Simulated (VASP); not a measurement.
# P (R-3m) in VASP: further runs

The runs below take P through relaxation of cell and atoms, relaxation of shape and atoms at fixed volume, with PBEsol+D3(BJ).

Everything below comes from runs of VASP 6.6.1. Logs are shortened: lines on timing, memory, paths and dates and some standing lists are left out, and cuts for length are marked.

### Step 1. Starting point

Symmetry: R-3m, No. 166, trigonal system. Conventional cell: a = 3.451 Å, b = 3.451 Å, c = 9.389 Å, α = 90.00°, β = 90.00°, γ = 120.00°. P (site symmetry 3m) has 3 P at 2.29 Å as nearest neighbours.

This isn't the form of P at room conditions, which is orthorhombic.

### Step 2. Relaxation of cell and atoms, PBEsol+D3(BJ)

INCAR reads:

```
PREC = Accurate ; ENCUT = 520
EDIFF = 1E-7 ; ISMEAR = 0
SIGMA = 0.02 ; LREAL = F
LASPH = T ; NELM = 60
ALGO = Fast ; ISIF = 3
LWAVE = F ; LCHARG = F
GGA = PS ; IVDW = 12
IBRION = 2 ; NSW = 80
EDIFFG = -0.002
```

KPOINTS reads:

```
regular mesh
0
Gamma
  15 15 15
```

POSCAR reads:

```
P
1.0
    1.7257251800      0.9963479000      3.1296800100
   -1.7257251800      0.9963479000      3.1296800100
    0.0000000000     -1.9926957900      3.1296800100
P
2
Direct
    0.2270802500      0.2270802500      0.2270802500
    0.7729197500      0.7729197500      0.7729197500
```

Potentials or basis: VASP PAW PBE potentials, release 64 (P).

Launch:

```bash
$ cat potpaw_PBE.64/P/POTCAR > POTCAR
$ mpirun -np 1 vasp_std > vasp.out
```

OUTCAR:

```text
PREC = Accurate
   ENCUT = 520
   EDIFF = 1E-7
   ISMEAR = 0
   LREAL = F
   LASPH = T
   NELM = 60
   ISIF = 3
   GGA = PS
   IVDW = 12
   IBRION = 2
   NSW = 80
   EDIFFG = -0.002
 IVDW          = 12

 ion  position               nearest neighbor table
   1  0.227  0.227  0.227-   2 2.29   2 2.29   2 2.29   2 2.82   2 2.82   2 2.82
   2  0.773  0.773  0.773-   1 2.29   1 2.29   1 2.29   1 2.82   1 2.82   1 2.82

  LATTYP: Found a trigonal (rhomboedric) cell.
 ALAT       =     3.7102201417
 COS(alpha) =     0.5673129373

  Lattice vectors:

 A1 = (   1.7257251800,   0.9963479000,   3.1296800100)
 A2 = (  -1.7257251800,   0.9963479000,   3.1296800100)
 A3 = (   0.0000000000,  -1.9926957900,   3.1296800100)

Analysis of symmetry for initial positions (statically):
=====================================================================
 Subroutine PRICEL returns:
 Original cell was already a primitive cell.

 Routine SETGRP: Setting up the symmetry group for a
 trigonal (rhombohedral) supercell.

 Subroutine GETGRP returns: Found 12 space group operations
 (whereof 12 operations were pure point group operations)
 out of a pool of 12 trial point group operations.

The static configuration has the point symmetry D_3d.

Analysis of symmetry for dynamics (positions and initial velocities):
=====================================================================
 Subroutine PRICEL returns:
 Original cell was already a primitive cell.

 Routine SETGRP: Setting up the symmetry group for a
 trigonal (rhombohedral) supercell.

 Subroutine GETGRP returns: Found 12 space group operations
 (whereof 12 operations were pure point group operations)
 out of a pool of 12 trial point group operations.

The dynamic configuration has the point symmetry D_3d.

 Subroutine INISYM returns: Found 12 space group operations
 (whereof 12 operations are pure point group operations),
 and found     1 'primitive' translations

----------------------------------------------------------------------------------------

                                     Primitive cell

  volume of cell :      32.2875

  direct lattice vectors                    reciprocal lattice vectors
     1.725725180  0.996347900  3.129680010     0.289733270  0.167277582  0.106507161
    -1.725725180  0.996347900  3.129680010    -0.289733270  0.167277582  0.106507161
     0.000000000 -1.992695790  3.129680010     0.000000000 -0.334555163  0.106507162

  length of vectors
     3.710220142  3.710220142  3.710220139     0.351099605  0.351099605  0.351099605

  position of ions in fractional coordinates (direct lattice)
     0.227080250  0.227080250  0.227080250
     0.772919750  0.772919750  0.772919750

  ion indices of the primitive-cell ions
   primitive index   ion index
                 1           1
                 2           2

----------------------------------------------------------------------------------------

 KPOINTS: regular mesh

Automatic generation of k-mesh.
 Grid dimensions read from file:
 generate k-points for:   15   15   15

 Generating k-lattice:

  Cartesian coordinates                     Fractional coordinates (reciprocal lattice)
     0.019315551  0.011151839  0.007100477     0.066666667  0.000000000  0.000000000
    -0.019315551  0.011151839  0.007100477     0.000000000  0.066666667  0.000000000
     0.000000000 -0.022303678  0.007100477     0.000000000  0.000000000  0.066666667

  Length of vectors
     0.023406640  0.023406640  0.023406640

  Shift w.r.t. Gamma in fractional coordinates (k-lattice)
     0.000000000  0.000000000  0.000000000

 Subroutine IBZKPT returns following result:
 ===========================================

 Found    344 irreducible k-points:

 Following reciprocal coordinates:
            Coordinates               Weight
  0.000000  0.000000  0.000000      1.000000
  0.066667 -0.000000  0.000000      6.000000
  0.133333  0.000000 -0.000000      6.000000
  0.200000 -0.000000  0.000000      6.000000
  0.266667  0.000000 -0.000000      6.000000
  0.333333  0.000000 -0.000000      6.000000
[... 16 lines left out ...]
  0.133333  0.133333 -0.000000      6.000000
  0.200000  0.133333  0.000000     12.000000
 [... further k-points ...]
   k-points           NKPTS =    344   k-points in BZ     NKDIM =    344   number of bands    NBANDS=      9
   number of dos      NEDOS =    301   number of ions     NIONS =      2
   total plane-waves  NPLWV =  21952
   dimension x,y,z NGX =    28 NGY =   28 NGZ =   28
   dimension x,y,z NGXF=    56 NGYF=   56 NGZF=   56
   ions per type =               2
   NGX,Y,Z   is equivalent  to a cutoff of  12.55, 12.55, 12.55 a.u.
   NGXF,Y,Z  is equivalent  to a cutoff of  25.09, 25.09, 25.09 a.u.
 SYSTEM =  unknown system
   PREC   = accura    normal or accurate (medium, high low for compatibility)
   ISTART =      0    job   : 0-new  1-cont  2-samecut
   ICHARG =      2    charge: 1-file 2-atom 10-const
   ISPIN  =      1    spin polarized calculation?
   LNONCOLLINEAR =      F non collinear calculations
   LSORBIT =      F    spin-orbit coupling
   LASPH  =      T    aspherical Exc in radial PAW
   ENCUT  =  520.0 eV  38.22 Ry    6.18 a.u.   6.90  6.90  6.90*2*pi/ulx,y,z
   NELM   =     60;   NELMIN=  2; NELMDL= -5     # of ELM steps
   EDIFF  = 0.1E-06   stopping-criterion for ELM
   LREAL  =      F    real-space projection
   EDIFFG = -.2E-02   stopping-criterion for IOM
   NSW    =     80    number of steps for IOM
   IBRION =      2    ionic relax: 0-MD 1-quasi-New 2-CG
   NFREE  =      1    steps in history (QN), initial steepest desc. (CG)
   ISIF   =      3    stress and relaxation
   ISYM   =      2    0-nonsym 1-usesym 2-fastsym
   POTIM  = 0.5000    time-step for ionic-motion
   TEBEG  =    0.0;   TEEND  =   0.0 temperature during run
   PSTRESS=    0.0 pullay stress
   NELECT =      10.0000    total number of electrons
   NUPDOWN=      -1.0000    fix difference up-down
   EMIN   =  10.00;   EMAX   =-10.00  energy-range for DOS
   EFERMI =   0.00;   METHOD = LEGACY
   ISMEAR =     0;   SIGMA  =   0.02  broadening in eV -4-tet -1-fermi 0-gaus
   EFERMI_NEDOS =   21; number of points for ismear=-14 and -15
   IALGO  =     68    algorithm
   IMIX   =      4    mixing-type and parameters
     AMIX     =   0.40;   BMIX     =  1.00
     AMIX_MAG =   1.60;   BMIX_MAG =  1.00
  volume/ion in A,a.u.               =      16.14       108.94
  Fermi-wavevector in a.u.,A,eV,Ry     =   1.107636  2.093128 16.692396  1.226857
  Thomas-Fermi vector in A             =   2.244152
   LORBIT       =      0    0 simple, 1 ext, 2 COOP (PROOUT), +10 PAW based schemes
   GGA     = PS    functional components
   LHFCALC =     F    Hartree Fock is set to
   AEXX    =    0.0000 exact exchange contribution
   IVDW    =    12    specifies the selected vdW correction
   LEPSILON=     F    determine dielectric tensor
   LRPA    =     F    only Hartree local field effects (RPA)
 conjugate gradient relaxation of ions
 non-spin polarized calculation
 RMM-DIIS sequential band-by-band and
 Gauss-broadening in eV      SIGMA  =   0.02
  energy-cutoff  :      520.00
  volume of cell :       32.29
 maximum number of plane-waves:       887
   NGX = 13   NGY = 13   NGZ = 13

--------------------------------------- Ionic step        1  -------------------------------------------

 number of electron      10.0000000 magnetization

 Free energy of the ion-electron system (eV)
  ---------------------------------------------------
  ext. energy  EPLUGINS =         0.00000000
  ---------------------------------------------------
  free energy    TOTEN  =       -11.55265862 eV

  energy without entropy =      -11.55254483  energy(sigma->0) =      -11.55260173

------------------------ aborting loop because EDIFF is reached ----------------------------------------

 Edisp (eV)   -0.70006

 E8    (eV) :    -0.4152
[... 31 lines left out ...]
--------------------------------------- Ionic step        2  -------------------------------------------

 number of electron       9.9999999 magnetization

 E-fermi :   9.9459     XC(G=0): -11.2210

 val. band max:        9.9411904725   @ k =   0.4000   0.4000   0.4000
 cond. band min:       9.9594036290   @ k =   0.3333   0.0667   0.0667
 fundamental gap:      0.0182131565
 Fermi energy:         9.9458943454

 k-point     1 :       0.0000    0.0000    0.0000
  band No.  band energies     occupation
      1      -7.2727      2.00000
      2       6.5931      2.00000
      3       7.0112      2.00000
      4       7.0817      2.00000
      5       7.0817      2.00000
      6      11.5358      0.00000
      7      12.7881      0.00000
      8      12.7882      0.00000
      9      15.7145      0.00000
[... 265 lines left out ...]
 k-point    24 :       0.2000    0.1333    0.0000
  band No.  band energies     occupation
      1      -6.6187      2.00000
      2       3.8079      2.00000
      3       5.3935      2.00000
      4       6.1411      2.00000
      5       8.9887      2.00000
      6      11.1763      0.00000
      7      12.3002      0.00000
      8      13.7699      0.00000
      9      14.6442      0.00000

 [... further k-points ...]

------------------------ aborting loop because EDIFF is reached ----------------------------------------

 Edisp (eV)   -0.75875

 E8    (eV) :    -0.4501
[... 65 lines left out ...]
  FREE ENERGIE OF THE ION-ELECTRON SYSTEM (eV)
  ---------------------------------------------------
  free  energy   TOTEN  =       -12.3029033156 eV

  energy  without entropy=      -12.3028163394  energy(sigma->0) =      -12.30285983

[... ionic steps 4 to 16 ...]

--------------------------------------- Ionic step       17  -------------------------------------------

 number of electron      10.0000001 magnetization

------------------------ aborting loop because EDIFF is reached ----------------------------------------
[... 75 lines left out ...]
--------------------------------------- Ionic step       19  -------------------------------------------

 number of electron      10.0000001 magnetization

 Free energy of the ion-electron system (eV)
  ---------------------------------------------------
  ext. energy  EPLUGINS =         0.00000000
  ---------------------------------------------------
  free energy    TOTEN  =       -11.54848132 eV

  energy without entropy =      -11.54834044  energy(sigma->0) =      -11.54841088

 E-fermi :  10.5194     XC(G=0): -11.5875

 val. band max:       10.5151996139   @ k =  -0.0667   0.4667   0.0667
 cond. band min:      10.5259148323   @ k =   0.4000   0.0667   0.0667
 fundamental gap:      0.0107152184
 Fermi energy:        10.5193683143

 k-point     1 :       0.0000    0.0000    0.0000
  band No.  band energies     occupation
      1      -6.7409      2.00000
      2       8.0172      2.00000
      3       8.0172      2.00000
      4       8.1775      2.00000
      5       9.2951      2.00000
      6      14.0366      0.00000
      7      14.4905      0.00000
      8      14.4905      0.00000
      9      15.8992      0.00000
[... 265 lines left out ...]
 k-point    24 :       0.2000    0.1333    0.0000
  band No.  band energies     occupation
      1      -6.0328      2.00000
      2       4.9517      2.00000
      3       6.8909      2.00000
      4       7.1759      2.00000
      5      10.0503      2.00000
      6      12.8313      0.00000
      7      13.3413      0.00000
      8      15.3220      0.00000
      9      15.7795      0.00000

 [... further k-points ...]

------------------------ aborting loop because EDIFF is reached ----------------------------------------

 Edisp (eV)   -0.81842

 E8    (eV) :    -0.4856
[... 25 lines left out ...]
  FREE ENERGIE OF THE ION-ELECTRON SYSTEM (eV)
  ---------------------------------------------------
  free  energy   TOTEN  =       -12.3668983203 eV

  energy  without entropy=      -12.3667574400  energy(sigma->0) =      -12.36682788

 reached required accuracy - stopping structural energy minimisation
```

Run time: 30 min. Hardware: 1 thread of AMD EPYC 7R43 (Zen 3), shared host; peak memory 0.19 GiB.

Results:

| Quantity | Value |
| --- | --- |
| Free energy | -12.3669 eV |
| Relaxed volume | 13.85 Å³/atom |
| Relaxed cell | a = 3.398 Å, b = 3.398 Å, c = 3.398 Å, α = 59.93°, β = 59.93°, γ = 59.93° |
| Space group after relaxing (to 0.05 Å) | R-3m (No. 166) |
| Energy gained by relaxing | 57.1 meV/atom |
| Ionic steps | 19 |
| Pressure after relaxing | 0.0 GPa |
| Band gap on the k mesh | none (metal or under the smearing width) |
| Dispersion energy per atom | -0.409 eV |

Step by step:
| step | energy change (eV) | largest force (eV/Å) | pressure (GPa) | volume (Å³) |
| --- | --- | --- | --- | --- |
| 1 | 0.0000 | 0.3141 | -5.34 | 32.29 |
| 2 | -0.0501 | 0.5501 | 0.95 | 29.84 |
| 3 | -0.0502 | 0.5669 | 1.38 | 29.71 |
| 4 | -0.0863 | 0.2273 | 0.90 | 29.05 |
| 5 | -0.1002 | 0.0226 | 0.73 | 28.37 |
| 6 | -0.1015 | 0.0466 | 0.61 | 28.15 |
| 7 | -0.1081 | 0.0173 | 0.39 | 27.71 |
| 8 | -0.0990 | 0.1097 | 3.32 | 26.81 |
| 9 | -0.1107 | 0.0439 | 1.03 | 27.44 |
| 10 | -0.1123 | 0.0664 | -1.57 | 27.99 |
| 11 | -0.1136 | 0.0499 | -0.56 | 27.76 |
| 12 | -0.1139 | 0.0085 | 0.49 | 27.58 |
| 13 | -0.1141 | 0.0190 | 0.12 | 27.65 |
| 14 | -0.1141 | 0.0197 | 0.11 | 27.65 |
| 15 | -0.1141 | 0.0133 | 0.00 | 27.68 |
| 16 | -0.1142 | 0.0099 | -0.08 | 27.71 |
| 17 | -0.1142 | 0.0088 | -0.11 | 27.72 |
| 18 | -0.1142 | 0.0060 | 0.12 | 27.69 |
| 19 | -0.1142 | 0.0007 | 0.02 | 27.70 |

Final structure:
```
P
1.0
     1.69716    0.97986    2.77609
    -1.69716    0.97986    2.77609
     0.00000   -1.95971    2.77609
P
2
Cartesian
  0.0000 0.0000 2.0096
  0.0000 0.0000 6.3187
```

Caveat: the PAW data sets were made with another functional, which shifts forces and pressure a little; pairwise dispersion overbinds metals, which lowers pressure and volume.

### Step 3. Relaxation of cell and atoms, PBEsol+D3(BJ)

This run uses another cell than the first one, of 13.85 Å³/atom, 0.858 times its volume.

INCAR is that of step 2.

KPOINTS is that of step 2.

POSCAR reads:

```
P                                       
1.0
    1.6971601565      0.9798558756      2.7760888637
   -1.6971601565      0.9798558756      2.7760888637
   -0.0000000000     -1.9597117425      2.7760888640
  P             
     2
Direct
     0.2412978559540493    0.2412978559540493    0.2412978559536233
     0.7587021440459507    0.7587021440459507    0.7587021440463767
```

Potentials or basis: VASP PAW PBE potentials, release 64 (P).

Launch:

```bash
$ cat potpaw_PBE.64/P/POTCAR > POTCAR
$ mpirun -np 1 vasp_std > vasp.out
```

It took 2.1 min on 1 thread of AMD EPYC 7R43 (Zen 3), shared host; peak memory 0.18 GiB.

Results (log left out):

| Property | Result |
| --- | --- |
| Free energy | -12.3660 eV |
| Pressure after relaxing | 0.0 GPa |
| Band gap on the k mesh | none (metal or under the smearing width) |
| Dispersion energy per atom | -0.409 eV |

Final structure:
```yaml
crystal:
  lattice:
    - [1.69716, 0.97986, 2.77609]
    - [-1.69716, 0.97986, 2.77609]
    - [0.00000, -1.95971, 2.77609]
  atoms:
    - { symbol: P, position: [0.24130, 0.24130, 0.24130] }
    - { symbol: P, position: [0.75870, 0.75870, 0.75870] }
```

Levels at points of the mesh, in eV from the Fermi level:
```
           k point  band 3  band 4  band 5  band 6  band 7  band 8
(0.00, 0.00, 0.00)   -2.50   -2.34   -1.22    3.52    3.97    3.97
```

Caveat: the relaxation stopped at its first step, so nothing moved; the PAW data sets were made with another functional, which shifts forces and pressure a little; pairwise dispersion overbinds metals, which lowers pressure and volume.

(Continued in part 2 of 2.)
